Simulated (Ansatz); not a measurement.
**From the elastic tensor of ZnO to moduli and sound speeds**

All numbers below come from Ansatz, DFT LDA, scalar-relativistic, plane waves, PAW. Settings: 420 eV plane-wave cutoff, Γ-centred 12×12×6 mesh, fixed occupations. No spin polarisation.

The structure is hexagonal, space group P6_3mc (No. 186). The conventional cell has a = 3.187 Å, b = 3.187 Å, c = 5.153 Å, α = 90.00°, β = 90.00°, γ = 120.00°. Zn (site symmetry 3m) is surrounded by 4 O at 1.94 to 1.95 Å. Around O (site symmetry 3m) lie 4 Zn at 1.94 to 1.95 Å.

Relaxed-ion constants (GPa, on the Cartesian axes of the calculation):
```
220.4 138.3 123.5   0.0   0.0   0.0
138.3 220.4 123.5   0.0   0.0   0.0
123.6 123.6 238.3   0.0   0.0   0.0
  0.0   0.0   0.0  37.8   0.0   0.0
  0.0   0.0   0.0   0.0  37.8   0.0
  0.0   0.0   0.0   0.0   0.0  41.0
```

Density 5.963 g/cm³; 4 atoms in 45.32 Å³.

The values that follow are for a polycrystal of randomly turned grains, by Hill's mean where one number stands.

With S = C⁻¹: B_V = (C11+C22+C33+2(C12+C13+C23))/9, G_V = (C11+C22+C33−C12−C13−C23+3(C44+C55+C66))/15, 1/B_R = S11+S22+S33+2(S12+S13+S23), 15/G_R = 4(S11+S22+S33−S12−S13−S23)+3(S44+S55+S66); Hill is their mean. Then v_l = √((B+4G/3)/ρ), v_t = √(G/ρ), v_m = [(2/v_t³+1/v_l³)/3]^(−1/3) and Θ = (ħ/k_B)·v_m·(6π²n/V)^(1/3) for n atoms in the volume V; E = 9BG/(3B+G), ν = (3B−2G)/(2(3B+G)) and A^U = 5G_V/G_R + B_V/B_R − 6.

* Bulk modulus, Voigt / Reuss / Hill: 161.1 / 161.1 / 161.1 GPa
* Shear modulus, Voigt / Reuss / Hill: 42.9 / 41.9 / 42.4 GPa
* Young's modulus: 117 GPa
* Poisson ratio: 0.379
* Pugh ratio B/G: 3.80
* Universal anisotropy index: 0.12
* Longitudinal and transverse sound speeds: 6042 and 2667 m/s
* Debye temperature from the mean sound speed: 399 K

Cost: 1 run of about 4.4 core-minutes, on Intel Xeon 6975P-C (Granite Rapids) (shared hosts).

ZnO resists compression far more strongly than shear: the Hill bulk modulus is 161.1 GPa, the shear modulus only 42.4 GPa. Uniform compression must shorten the stiff Zn–O bonds, whereas shear can be taken up largely by bending bond angles in the open tetrahedral network, and the strongly ionic bonding gives only weak resistance to that. Internal displacement of the two sublattices softens the shear response further. The slow transverse waves therefore dominate the mean sound speed and hold down the Debye temperature.

The lattice is more compact and the bulk modulus higher than experiment finds, as expected from LDA overbinding. The shear constants nevertheless fall somewhat below measured values, probably because compression softens shear in wurtzite ZnO. Elastic anisotropy is mild, although the c axis is stiffer than the basal directions. The Pugh ratio of 3.80 would suggest ductility by the usual rule for metals, but ZnO is a brittle ceramic; elastic moduli alone do not describe dislocation mobility or fracture.
